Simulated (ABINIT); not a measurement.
Runs of ABINIT 10.8.3 (patched build) on HgTe (Coloradoite). It takes space group F-43m (No. 216, cubic). The conventional cell has a = 6.429 Å, b = 6.429 Å, c = 6.429 Å, α = 90.00°, β = 90.00°, γ = 90.00°. Hg (site symmetry -43m) has 4 Te at 2.78 Å as nearest neighbours. Te (site symmetry -43m) is surrounded by 4 Hg at 2.78 Å. 

```csv
task,level,potentials or basis,cell,k mesh,cutoff (eV),cell freedom (optcell),optimiser (ionmov),cutoff smearing ecutsm (Ha),force stop (Ha/bohr),fine-grid cutoff,gap on the mesh (eV),pressure (GPa),relaxed volume (Å³/atom)
single point,LDA,PseudoDojo NC SR LDA v0.4.1 standard,as given,5 × 5 × 5,952,-,-,-,-,-,none,0.2,-
relaxation of cell and atoms,LDA,PseudoDojo NC SR LDA v0.4.1 standard,relaxed,5 × 5 × 5,1088,2,2,0.5,2e-05,-,none,0.0,33.46
relaxation of cell and atoms,LDA,JTH PAW LDA v2.0,relaxed,5 × 5 × 5,517,2,2,0.5,2e-05,1034.03 eV,none,0.0,33.63
single point,PBE,PseudoDojo NC SR PBE v0.4.1 standard,cell relaxed,5 × 5 × 5,1088,-,-,-,-,-,none,0.0,-
optical spectrum,PBE,PseudoDojo NC SR PBE v0.4.1 standard,as given,"6 × 6 × 6, with 4 shifts",952,-,-,-,-,-,-,(a),-
phonons,LDA,JTH PAW LDA v2.0,cell relaxed at zero pressure by an earlier run,"4 × 4 × 4, with 4 shifts",517,-,-,0.5,-,1034.03 eV,-,(b),-
relaxation of cell and atoms,PBE,PseudoDojo NC SR PBE v0.4.1 standard,relaxed,5 × 5 × 5,1088,2,2,0.5,2e-05,-,none,0.0,36.94
```

Alike in all rows: no spin polarisation; smearing fermi-dirac 0.05 eV.

Estimate the missing entries.

(a) 4.5; (b) -0.2.

Caveats: the intraband (Drude) term is left out (some runs); spectra need much finer meshes, so this one isn't converged (some runs); independent-particle spectra lack excitons (some runs); the mesh is coarse for a metal's response (some runs); the volume moved by +11 % from the deposited cell, more than functionals usually miss (some runs).

A k mesh can miss the band edges, and the runs leave out spin-orbit coupling on Hg, Te.

A gap of «none» marks a metal or a gap under the smearing width.

The runs don't all hold the same shells in valence.
